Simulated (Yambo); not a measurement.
Input of a Yambo 5.3.0 run:

File optics2.in:

```
optics
chi
tddft
Chimod= "ALDA"
% BndsRnXd
 1 | 29 |
%
NGsBlkXd= 1 Ry
% LongDrXd
 1 | 1 | 0 |
%
% QpntsRXd
 1 | 1 |
%
% EnRngeXd
 0 | 15 | eV
%
% DmRngeXd
 0.1 | 0.1 | eV
%
ETStpsXd= 150
FxcGRLc= 1 Ry
VXCRLvcs= 1 Ry
```

File scf.in:

```
&CONTROL
  calculation = 'scf'
  prefix = 'pwscf'
  outdir = './tmp'
  pseudo_dir = './pseudo'
/
&SYSTEM
  ibrav = 0
  nat = 2
  ntyp = 2
  ecutwfc = 84
  nbnd = 9
  occupations = 'smearing'
  smearing = 'fd'
  degauss = 0.00367493
  force_symmorphic = .true.
/
&ELECTRONS
  conv_thr = 4d-10
  electron_maxstep = 120
  mixing_beta = 0.5
/
ATOMIC_SPECIES
N     14.0070 N.upf
B     10.8100 B.upf
CELL_PARAMETERS bohr
   0.0000000000    3.4260753537    3.4260753537
   3.4260753537    0.0000000000    3.4260753537
   3.4260753537    3.4260753537    0.0000000000
ATOMIC_POSITIONS bohr
N      1.7130376768    1.7130376768    1.7130376768
B      0.0000000000    0.0000000000    0.0000000000
K_POINTS automatic
24 24 24 0 0 0
```

nscf.in

```
&CONTROL
  calculation = 'nscf'
  prefix = 'pwscf'
  outdir = './tmp'
  pseudo_dir = './pseudo'
/
&SYSTEM
  ibrav = 0
  nat = 2
  ntyp = 2
  ecutwfc = 84
  nbnd = 34
  occupations = 'fixed'
  force_symmorphic = .true.
/
&ELECTRONS
  conv_thr = 1d-08
  diago_full_acc = .true.
  diago_thr_init = 1d-06
/
ATOMIC_SPECIES
N     14.0070 N.upf
B     10.8100 B.upf
CELL_PARAMETERS bohr
   0.0000000000    3.4260753537    3.4260753537
   3.4260753537    0.0000000000    3.4260753537
   3.4260753537    3.4260753537    0.0000000000
ATOMIC_POSITIONS bohr
N      1.7130376768    1.7130376768    1.7130376768
B      0.0000000000    0.0000000000    0.0000000000
K_POINTS automatic
24 24 24 0 0 0
```

Potentials or basis: PseudoDojo 0.4.1 SR PBEsol standard.

Launch:

```sh
$ OMP_NUM_THREADS=1 pw.x -in scf.in > scf.out
$ OMP_NUM_THREADS=1 pw.x -in nscf.in > nscf.out
$ cd tmp/pwscf.save; p2y; mv SAVE ../..; cd ../..
$ OMP_NUM_THREADS=1 yambo
$ OMP_NUM_THREADS=1 yambo -F optics2.in -J optics2 -C optics2_out
```

**Question.** What does it give for the absorption peak?

**Answer.** 11.98 eV.

**Question.** Predict the electronic dielectric constant along the field.

**Answer.** 4.61.

**Question.** What does it give for the electronic dielectric constant along the field, independent particles?

**Answer.** 4.72.

**Question.** Predict the band gap on the k mesh, mean-field level.

**Answer.** 4.33 eV, indirect (least direct gap 8.78 eV).

Dielectric function (along the field direction of the input):
```
energy (eV)  real part  imaginary part
       0.30       4.61            0.03
       0.81       4.63            0.03
       1.31       4.65            0.03
       1.81       4.69            0.03
       2.32       4.74            0.03
       2.82       4.81            0.03
       3.32       4.89            0.04
       3.83       5.00            0.04
       4.33       5.12            0.04
       4.83       5.28            0.05
       5.34       5.47            0.05
       5.84       5.70            0.06
       6.34       5.99            0.08
       6.85       6.36            0.10
       7.35       6.86            0.13
       7.85       7.55            0.18
       8.36       8.66            0.31
       8.86      10.69            1.52
       9.36      11.73            4.11
       9.87      10.06            6.77
      10.37       8.85            8.77
      10.87       8.35            9.32
      11.38       7.55           12.22
      11.88       3.61           14.66
      12.38      -1.93           12.45
      12.89      -2.08            8.28
      13.39      -3.12            6.80
      13.89      -0.72            5.12
      14.40      -1.48            7.06
      15.00      -2.87            5.31
```

Caveat: the LDA kernel is used on GGA states, which is inconsistent by a few percent; these spectra lack excitons.

**Measured values to compare with.**

A printed reference work, monograph reports, for a bulk crystal of BN at 300 K: band gap 6.4 eV (indirect).

Against the measured gap of BN, 6.4 eV (indirect; 300 K; a printed reference work, monograph), the calculated 4.33 eV is off by -2.07 eV. The value is that of PBEsol on a finite k mesh, which can miss the band edges, without temperature or zero-point motion. Semilocal functionals fall short of measured gaps as a rule. The cell is a database's relaxed one, not the measured one, which moves gaps too.
